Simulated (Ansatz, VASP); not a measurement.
**One calculation of K, two programs**

```
K
1.0
    -2.52419    2.52419    2.52419
     2.52419   -2.52419    2.52419
     2.52419    2.52419   -2.52419
K
1
Direct
  0.00000 0.00000 0.00000
```

Alike in both runs: task single point; functional LDA; k mesh 13 × 13 × 13; occupations fermi-dirac, width 0.1 eV; no spin polarisation.

|  | VASP | Ansatz |
| --- | --- | --- |
| version | VASP 6.6.1 | Ansatz 0.2.0 |
| potentials or method | VASP PAW LDA potentials, release 64 (K_sv) | plane waves (420 eV) with PAW, scalar-relativistic |
| plane-wave cutoff (eV) | 520 | 420 |
| valence electrons in the cell | 9 | 9 |

|  | VASP | Ansatz | Ansatz less VASP |
| --- | --- | --- | --- |
| pressure (GPa) | 0.0 | 0.0 | +0.02 |

Ansatz warned: «pseudo_functional_mismatch».
